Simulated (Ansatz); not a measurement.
The system is SiO2.

```xyz
12
Lattice="0.0000 4.7163 7.3628 2.3596 0.0000 7.3628 2.3596 4.7163 0.0000" Properties=species:S:1:pos:R:3 pbc="T T T"
Si    3.5394    7.0744   13.7944
Si    2.3596    4.7163   10.1131
Si    2.3596    4.7163    4.6125
Si    3.5394    7.0744    8.2939
O     1.1798    0.5984    3.6814
O     1.1798    4.1179    3.6814
O     2.3596    7.6728    7.3628
O     2.3596    1.7597    7.3628
O     2.9495    3.5372    5.5221
O     2.9495    5.8953    9.2035
O     1.7697    3.5372    9.2035
O     1.7697    5.8953    5.5221
```

The cell comes from a database or a generator and needn't be the stable form of this composition.

Program: Ansatz 0.2.0. Alike in all runs: potentials or basis Ansatz PAW; no spin polarisation; cell as given.

Order these runs on this cell by their pressure, lowest first.
A. level PBEsol; k mesh 7 × 7 × 7; cutoff (eV) 420; smearing fermi-dirac 0.05 eV
B. level r2SCAN; k mesh 6 × 6 × 6; cutoff (eV) 500; smearing fixed; level r2scan; run kind scf
C. level LDA; k mesh 7 × 7 × 7; cutoff (eV) 420; smearing fermi-dirac 0.05 eV; points for each segment of the path 10

C (-1.7 GPa), B (0.1 GPa), A (2.4 GPa).

Caveats: the PAW data sets come from PBE, with cores solved anew for the run's functional, which leaves a small shift of forces and pressure; the density of states is complete only up to the lowest level of the last band computed (some runs).

Not every run made on this cell is shown here.
